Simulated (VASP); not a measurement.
Runs of VASP 6.6.1 on Ag. Symmetry: Fm-3m, No. 225, cubic system. Conventional cell: a = 4.085 Å, b = 4.085 Å, c = 4.085 Å, α = 90.00°, β = 90.00°, γ = 90.00°. Around Ag (site symmetry m-3m) lie 12 Ag at 2.89 Å. 

```tsv
task	level	spin	cell	k mesh	cutoff (eV)	smearing	grid for exact exchange (PRECFOCK)	exchange at q = 0	mesh quality	gap on the mesh (eV)	pressure (GPa)
single point	PBE	off	as given	11 × 11 × 11	520	gaussian 0.012 eV	-	-	not flagged	none	4.2
band structure	LAK	off	as given	11 × 11 × 11	520	fermi-dirac 0.05 eV	-	-	not flagged	-	(a)
single point	PBE	off	as given	11 × 11 × 11	520	gaussian 0.016 eV	-	-	not flagged	none	4.1
relaxation of cell and atoms	B3LYP	off	relaxed	6 × 6 × 6	600	fermi-dirac 0.05 eV	Fast	default	coarse	none	-0.1
band structure	B3LYP	off	as given	6 × 6 × 6	520	fermi-dirac 0.05 eV	Fast	default	coarse	-	10.9
```

Alike in all rows: potentials or basis VASP PAW PBE potentials, release 64 (Ag).

**Question.** Estimate the missing entries.

**Answer.** (a) 12.4.

Caveats: some runs use coarse meshes; the PAW data sets were made with another functional, which shifts forces and pressure a little (some runs); an unscreened hybrid on a path of extra k points without a Coulomb cutoff has errors near the mesh points, so the bands along the path aren't reliable (some runs).

A k mesh can miss the band edges, and the runs leave out spin-orbit coupling on Ag.

A gap of «none» marks a metal or a gap under the smearing width.
